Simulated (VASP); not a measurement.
# InAs (F-43m) in VASP: further runs

The runs below take InAs through single point, relaxation of cell and atoms, with BLYP, revPBE.

Everything below comes from runs of VASP 6.6.1. Logs are shortened: lines on timing, memory, paths and dates and some standing lists are left out, and cuts for length are marked.

**Measured values to compare with.**

A printed reference work, data compilation reports, for a bulk crystal of InAs at 4.2 K: band gap 0.418 eV (direct).

The runs below are set against these values where they give the same quantity.

### Step 1. The cell of the first run

Symmetry: F-43m, No. 216, cubic system. Conventional cell: a = 6.315 Å, b = 6.315 Å, c = 6.315 Å, α = 90.00°, β = 90.00°, γ = 90.00°. Within 3.6 Å of In (site symmetry -43m) lie 4 As at 2.73 Å. Within 3.6 Å of As (site symmetry -43m) lie 4 In at 2.73 Å.

### Step 2. Single point, BLYP

The input, INCAR:

```
PREC = Accurate
ENCUT = 520
EDIFF = 1E-7
ISMEAR = -1
SIGMA = 0.05
LREAL = F
LASPH = T
NELM = 60
ALGO = Normal
ISIF = 2
LWAVE = F
LCHARG = T
GGA = B5
ALDAX = 1.0
AGGAX = 1.0
AGGAC = 1.0
ALDAC = 0.0
LELF = T
LVHAR = T
NBANDS = 16
```

The input, KPOINTS:

```
Automatic mesh
0
Gamma
  8 8 8
```

The input, POSCAR:

```
InAs
1.0
    0.0000000000      3.1572938527      3.1572938527
    3.1572938527      0.0000000000      3.1572938527
    3.1572938527      3.1572938527      0.0000000000
In As
1 1
Direct
    0.0000000000      0.0000000000      0.0000000000
    0.7500000000      0.7500000000      0.7500000000
```

Potentials or basis: VASP PAW PBE potentials, release 64 (In_d, As).

Started as:

```bash
$ cat potpaw_PBE.64/In_d/POTCAR potpaw_PBE.64/As/POTCAR > POTCAR
$ mpirun -np 1 vasp_std > vasp.out
```

OUTCAR:

```text
PREC = Accurate
   ENCUT = 520
   EDIFF = 1E-7
   ISMEAR = -1
   LREAL = F
   LASPH = T
   NELM = 60
   ISIF = 2
   GGA = B5

 ion  position               nearest neighbor table
   1  0.000  0.000  0.000-   2 2.73   2 2.73   2 2.73   2 2.73
   2  0.750  0.750  0.750-   1 2.73   1 2.73   1 2.73   1 2.73

  LATTYP: Found a face centered cubic cell.
 ALAT       =     6.3145877054

  Lattice vectors:

 A1 = (   0.0000000000,   3.1572938527,   3.1572938527)
 A2 = (   3.1572938527,   0.0000000000,   3.1572938527)
 A3 = (   3.1572938527,   3.1572938527,   0.0000000000)

Analysis of symmetry for initial positions (statically):
=====================================================================
 Subroutine PRICEL returns:
 Original cell was already a primitive cell.

 Routine SETGRP: Setting up the symmetry group for a
 face centered cubic supercell.

 Subroutine GETGRP returns: Found 24 space group operations
 (whereof 24 operations were pure point group operations)
 out of a pool of 48 trial point group operations.

The static configuration has the point symmetry T_d .

Analysis of symmetry for dynamics (positions and initial velocities):
=====================================================================
 Subroutine PRICEL returns:
 Original cell was already a primitive cell.

 Routine SETGRP: Setting up the symmetry group for a
 face centered cubic supercell.

 Subroutine GETGRP returns: Found 24 space group operations
 (whereof 24 operations were pure point group operations)
 out of a pool of 48 trial point group operations.

The dynamic configuration has the point symmetry T_d .

 Subroutine INISYM returns: Found 24 space group operations
 (whereof 24 operations are pure point group operations),
 and found     1 'primitive' translations

----------------------------------------------------------------------------------------

                                     Primitive cell

  volume of cell :      62.9470

  direct lattice vectors                    reciprocal lattice vectors
     0.000000000  3.157293853  3.157293853    -0.158363467  0.158363467  0.158363467
     3.157293853  0.000000000  3.157293853     0.158363467 -0.158363467  0.158363467
     3.157293853  3.157293853  0.000000000     0.158363467  0.158363467 -0.158363467

  length of vectors
     4.465087787  4.465087787  4.465087787     0.274293570  0.274293570  0.274293570

  position of ions in fractional coordinates (direct lattice)
     0.000000000  0.000000000  0.000000000
     0.750000000  0.750000000  0.750000000

  ion indices of the primitive-cell ions
   primitive index   ion index
                 1           1
                 2           2

----------------------------------------------------------------------------------------

 KPOINTS: Automatic mesh

Automatic generation of k-mesh.
 Grid dimensions read from file:
 generate k-points for:    8    8    8

 Generating k-lattice:

  Cartesian coordinates                     Fractional coordinates (reciprocal lattice)
    -0.019795433  0.019795433  0.019795433     0.125000000  0.000000000  0.000000000
     0.019795433 -0.019795433  0.019795433     0.000000000  0.125000000  0.000000000
     0.019795433  0.019795433 -0.019795433     0.000000000  0.000000000  0.125000000

  Length of vectors
     0.034286696  0.034286696  0.034286696

  Shift w.r.t. Gamma in fractional coordinates (k-lattice)
     0.000000000  0.000000000  0.000000000

 Subroutine IBZKPT returns following result:
 ===========================================

 Found     29 irreducible k-points:

 Following reciprocal coordinates:
            Coordinates               Weight
  0.000000  0.000000  0.000000      1.000000
  0.125000  0.000000  0.000000      8.000000
  0.250000  0.000000  0.000000      8.000000
  0.375000  0.000000  0.000000      8.000000
  0.500000  0.000000  0.000000      4.000000
  0.125000  0.125000  0.000000      6.000000
[... 16 lines left out ...]
  0.500000  0.250000  0.125000     48.000000
 -0.375000  0.250000  0.125000     24.000000
 [... further k-points ...]
   k-points           NKPTS =     29   k-points in BZ     NKDIM =     29   number of bands    NBANDS=     16
   number of dos      NEDOS =    301   number of ions     NIONS =      2
   total plane-waves  NPLWV =  46656
   dimension x,y,z NGX =    36 NGY =   36 NGZ =   36
   dimension x,y,z NGXF=    72 NGYF=   72 NGZF=   72
   ions per type =               1   1
   NGX,Y,Z   is equivalent  to a cutoff of  13.40, 13.40, 13.40 a.u.
   NGXF,Y,Z  is equivalent  to a cutoff of  26.81, 26.81, 26.81 a.u.
 SYSTEM =  unknown system
   PREC   = accura    normal or accurate (medium, high low for compatibility)
   ISTART =      0    job   : 0-new  1-cont  2-samecut
   ICHARG =      2    charge: 1-file 2-atom 10-const
   ISPIN  =      1    spin polarized calculation?
   LNONCOLLINEAR =      F non collinear calculations
   LSORBIT =      F    spin-orbit coupling
   LASPH  =      T    aspherical Exc in radial PAW
   ENCUT  =  520.0 eV  38.22 Ry    6.18 a.u.   8.30  8.30  8.30*2*pi/ulx,y,z
   NELM   =     60;   NELMIN=  2; NELMDL= -5     # of ELM steps
   EDIFF  = 0.1E-06   stopping-criterion for ELM
   LREAL  =      F    real-space projection
   EDIFFG = 0.1E-05   stopping-criterion for IOM
   NSW    =      0    number of steps for IOM
   IBRION =     -1    ionic relax: 0-MD 1-quasi-New 2-CG
   NFREE  =      0    steps in history (QN), initial steepest desc. (CG)
   ISIF   =      2    stress and relaxation
   ISYM   =      2    0-nonsym 1-usesym 2-fastsym
   POTIM  = 0.5000    time-step for ionic-motion
   TEBEG  =    0.0;   TEEND  =   0.0 temperature during run
   PSTRESS=    0.0 pullay stress
   NELECT =      18.0000    total number of electrons
   NUPDOWN=      -1.0000    fix difference up-down
   EMIN   =  10.00;   EMAX   =-10.00  energy-range for DOS
   EFERMI =   0.00;   METHOD = LEGACY
   ISMEAR =    -1;   SIGMA  =   0.05  broadening in eV -4-tet -1-fermi 0-gaus
   EFERMI_NEDOS =   21; number of points for ismear=-14 and -15
   IALGO  =     38    algorithm
   IMIX   =      4    mixing-type and parameters
     AMIX     =   0.40;   BMIX     =  1.00
     AMIX_MAG =   1.60;   BMIX_MAG =  1.00
  volume/ion in A,a.u.               =      31.47       212.39
  Fermi-wavevector in a.u.,A,eV,Ry     =   1.078551  2.038166 15.827278  1.163272
  Thomas-Fermi vector in A             =   2.214493
   LORBIT       =      0    0 simple, 1 ext, 2 COOP (PROOUT), +10 PAW based schemes
   GGA     = B5    functional components
   LHFCALC =     F    Hartree Fock is set to
   AEXX    =    0.0000 exact exchange contribution
   IVDW    =     0    specifies the selected vdW correction
   LEPSILON=     F    determine dielectric tensor
   LRPA    =     F    only Hartree local field effects (RPA)
 non-spin polarized calculation
  energy-cutoff  :      520.00
  volume of cell :       62.95
 maximum number of plane-waves:      1719
 NGX is ok and might be reduce to    36
   NGX = 17   NGY = 17   NGZ = 17

 number of electron      18.0000003 magnetization

 Free energy of the ion-electron system (eV)
  ---------------------------------------------------
  ext. energy  EPLUGINS =         0.00000000
  ---------------------------------------------------
  free energy    TOTEN  =        -6.53296332 eV

  energy without entropy =       -6.53232764  energy(sigma->0) =       -6.53264548

 E-fermi :   3.7587     XC(G=0):  -7.9959

 val. band max:        3.6997607735   @ k =   0.0000   0.0000   0.0000
 cond. band min:       4.3582353868   @ k =   0.5000   0.0000   0.0000
 fundamental gap:      0.6584746133
 Fermi energy:         3.7587041801

 k-point     1 :       0.0000    0.0000    0.0000
  band No.  band energies     occupation
      1     -10.5166      2.00000
      2     -10.5166      2.00000
      3     -10.5166      2.00000
      4     -10.4339      2.00000
      5     -10.4339      2.00000
      6      -7.4385      2.00000
[... 8 lines left out ...]
     15      13.1688      0.00000
     16      13.1688      0.00000

 k-point     2 :       0.1250    0.0000    0.0000
  band No.  band energies     occupation
      1     -10.5277      2.00000
      2     -10.5130      2.00000
      3     -10.5130      2.00000
      4     -10.4339      2.00000
      5     -10.4339      2.00000
      6      -7.3136      2.00000
[... 8 lines left out ...]
     15      12.4478      0.00000
     16      12.4478      0.00000

 k-point     3 :       0.2500    0.0000    0.0000
  band No.  band energies     occupation
      1     -10.5534      2.00000
      2     -10.5051      2.00000
      3     -10.5051      2.00000
      4     -10.4330      2.00000
      5     -10.4330      2.00000
      6      -6.9754      2.00000
[... 8 lines left out ...]
     15      12.2102      0.00000
     16      12.2102      0.00000

 k-point     4 :       0.3750    0.0000    0.0000
  band No.  band energies     occupation
      1     -10.5781      2.00000
      2     -10.4987      2.00000
      3     -10.4987      2.00000
      4     -10.4306      2.00000
      5     -10.4306      2.00000
      6      -6.5597      2.00000
[... 8 lines left out ...]
     15      12.9847      0.00000
     16      12.9847      0.00000

 k-point     5 :       0.5000    0.0000    0.0000
  band No.  band energies     occupation
      1     -10.5881      2.00000
      2     -10.4966      2.00000
      3     -10.4966      2.00000
      4     -10.4290      2.00000
      5     -10.4290      2.00000
      6      -6.3508      2.00000
[... 8 lines left out ...]
     15      14.0631      0.00000
     16      14.0631      0.00000

 k-point     6 :       0.1250    0.1250    0.0000
  band No.  band energies     occupation
      1     -10.5353      2.00000
      2     -10.5095      2.00000
      3     -10.5095      2.00000
      4     -10.4365      2.00000
      5     -10.4318      2.00000
      6      -7.2720      2.00000
[... 8 lines left out ...]
     15      12.0503      0.00000
     16      13.3353      0.00000
[... 267 lines left out ...]
 k-point    21 :       0.5000    0.5000    0.0000
  band No.  band energies     occupation
      1     -10.6291      2.00000
      2     -10.4666      2.00000
      3     -10.4666      2.00000
      4     -10.4551      2.00000
      5     -10.4195      2.00000
      6      -5.9467      2.00000
[... 8 lines left out ...]
     15      14.8869      0.00000
     16      15.0145      0.00000

 k-point    22 :       0.3750    0.2500    0.1250
  band No.  band energies     occupation
      1     -10.5770      2.00000
      2     -10.4956      2.00000
      3     -10.4927      2.00000
      4     -10.4404      2.00000
      5     -10.4278      2.00000
      6      -6.6995      2.00000
[... 8 lines left out ...]
     15      13.5094      0.00000
     16      13.9743      0.00000

 k-point    23 :       0.5000    0.2500    0.1250
  band No.  band energies     occupation
      1     -10.5934      2.00000
      2     -10.4922      2.00000
      3     -10.4857      2.00000
      4     -10.4389      2.00000
      5     -10.4278      2.00000
      6      -6.3326      2.00000
[... 8 lines left out ...]
     15      13.5381      0.00000
     16      14.4857      0.00000

 k-point    24 :      -0.3750    0.2500    0.1250
  band No.  band energies     occupation
      1     -10.5996      2.00000
      2     -10.4915      2.00000
      3     -10.4831      2.00000
      4     -10.4366      2.00000
      5     -10.4290      2.00000
      6      -6.1525      2.00000
[... 8 lines left out ...]
     15      13.8675      0.00000
     16      14.3678      0.00000

 [... further k-points ...]
[... 5 lines left out ...]
  --------------------------------------------------------------------------------------
  -------------------------------------------------------------------------------------
  Total        0.0388004      0.0388004      0.0388004     -0.0000000     -0.0000000     -0.0000000
  in kB        0.9875781      0.9875781      0.9875781     -0.0000000     -0.0000000     -0.0000000
  external PRESSURE =       0.9875781 kB  Pullay stress =       0.0000000 kB

 VOLUME and BASIS-vectors are now :
 -----------------------------------------------------------------------------
  energy-cutoff  :      520.00
  volume of cell :       62.95
      direct lattice vectors                 reciprocal lattice vectors
     0.000000000  3.157293853  3.157293853    -0.158363467  0.158363467  0.158363467
     3.157293853  0.000000000  3.157293853     0.158363467 -0.158363467  0.158363467
     3.157293853  3.157293853  0.000000000     0.158363467  0.158363467 -0.158363467

 POSITION                                       TOTAL-FORCE (eV/Angst)
 -----------------------------------------------------------------------------------
      0.00000      0.00000      0.00000         0.000000      0.000000      0.000000
      4.73594      4.73594      4.73594        -0.000000     -0.000000     -0.000000
 -----------------------------------------------------------------------------------
    total drift:                               -0.000000     -0.000000     -0.000000

  FREE ENERGIE OF THE ION-ELECTRON SYSTEM (eV)
  ---------------------------------------------------
  free  energy   TOTEN  =        -6.5329633202 eV

  energy  without entropy=       -6.5323276359  energy(sigma->0) =       -6.53264548
```

Run time: 2.2 min. Hardware: 1 thread of AMD EPYC 7R13, shared host; peak memory 0.18 GiB.

What came out:

* Free energy: -6.5330 eV
* Pressure: 0.1 GPa
* Band gap on the k mesh: zero (filled and empty bands touch)

Levels at points of the mesh, in eV from the Fermi level:
| k point | band 7 | band 8 | band 9 | band 10 | band 11 | band 12 |
| --- | --- | --- | --- | --- | --- | --- |
| (0.00, 0.00, 0.00) | -1.02 | -0.06 | -0.06 | -0.06 | 3.77 | 3.77 |
| (0.50, 0.00, 0.00) | -5.24 | -0.87 | -0.87 | 0.60 | 4.55 | 4.55 |
| (0.50, 0.50, 0.00) | -5.42 | -1.97 | -1.97 | 1.78 | 1.97 | 8.24 |

Caveat: the PAW data sets were made with another functional, which shifts forces and pressure a little; spin-orbit coupling is left out, which moves the levels of the heavy elements.

### Step 3. Relaxation of cell and atoms, revPBE

This run uses another cell than the first one, of 27.49 Å³/atom, 0.873 times its volume.

The input, INCAR:

```
PREC = Accurate
ENCUT = 600
EDIFF = 1E-6
ISMEAR = -1
SIGMA = 0.05
LREAL = F
LASPH = T
NELM = 60
ALGO = Normal
ISIF = 3
LWAVE = F
LCHARG = F
GGA = RE
IBRION = 2
NSW = 60
EDIFFG = -0.01
```

The input, KPOINTS:

```
regular mesh
0
Gamma
  8 8 8
```

The input, POSCAR:

```
InAs
1.0
    0.0000000000      3.0180000000      3.0180000000
    3.0180000000      0.0000000000      3.0180000000
    3.0180000000      3.0180000000      0.0000000000
In As
1 1
Direct
    0.0000000000      0.0000000000      0.0000000000
    0.7500000000      0.7500000000      0.7500000000
```

Potentials or basis: VASP PAW PBE potentials, release 64 (In_d, As).

Started as:

```bash
$ cat potpaw_PBE.64/In_d/POTCAR potpaw_PBE.64/As/POTCAR > POTCAR
$ mpirun -np 1 vasp_std > vasp.out
```

It took 3.1 min on 1 thread of AMD EPYC 7R13, shared host; peak memory 0.19 GiB.

The run converged. Its results:

| Quantity | Value |
| --- | --- |
| Free energy | -7.1449 eV |
| Relaxed volume | 30.33 Å³/atom |
| Relaxed cell | a = 4.410 Å, b = 4.410 Å, c = 4.410 Å, α = 60.00°, β = 60.00°, γ = 60.00° |
| Space group after relaxing (to 0.05 Å) | F-43m (No. 216) |
| Energy gained by relaxing | 45.7 meV/atom |
| Ionic steps | 3 |
| Pressure after relaxing | 0.0 GPa |
| Band gap on the k mesh | zero (filled and empty bands touch) |

The path:
| step | energy change (eV) | largest force (eV/Å) | pressure (GPa) | volume (Å³) |
| --- | --- | --- | --- | --- |
| 1 | 0.0000 | 0.0000 | 5.66 | 54.98 |
| 2 | -0.0793 | 0.0000 | -1.57 | 63.07 |
| 3 | -0.0914 | 0.0000 | 0.04 | 60.66 |

Final structure:
```cif
data_structure
_symmetry_space_group_name_H-M 'P 1'
_symmetry_Int_Tables_number 1
_cell_length_a 4.4103
_cell_length_b 4.4103
_cell_length_c 4.4103
_cell_angle_alpha 60.000
_cell_angle_beta 60.000
_cell_angle_gamma 60.000
_cell_volume 60.66
loop_
_atom_site_label
_atom_site_type_symbol
_atom_site_fract_x
_atom_site_fract_y
_atom_site_fract_z
_atom_site_occupancy
In1 In 0.00000 0.00000 0.00000 1
As1 As 0.75000 0.75000 0.75000 1
```

Levels at points of the mesh, in eV from the Fermi level:
```tsv
k point	band 6	band 7	band 8	band 9	band 10	band 11	band 12	band 13
(0.00, 0.00, 0.00)	-11.33	-0.63	-0.06	-0.06	-0.06	3.83	3.83	3.83
(0.50, 0.00, 0.00)	-10.13	-5.34	-0.91	-0.91	0.78	4.59	4.59	6.77
(0.50, 0.50, 0.00)	-9.68	-5.48	-2.07	-2.07	1.73	2.04	8.63	8.64
```

Caveat: the PAW data sets were made with another functional, which shifts forces and pressure a little; spin-orbit coupling is left out, which moves the levels of the heavy elements; the volume moved by +10 % from the deposited cell, more than functionals usually miss.

### Step 4. Against experiment

Step 2. Against the measured gap of InAs, 0.418 eV (direct; 4.2 K; a printed reference work, data compilation), the calculated 0.00 eV is off by -0.42 eV. Spin-orbit coupling on As, In is left out. The value is that of BLYP on a finite k mesh, which can miss the band edges, without temperature or zero-point motion. Semilocal functionals fall short of measured gaps as a rule.
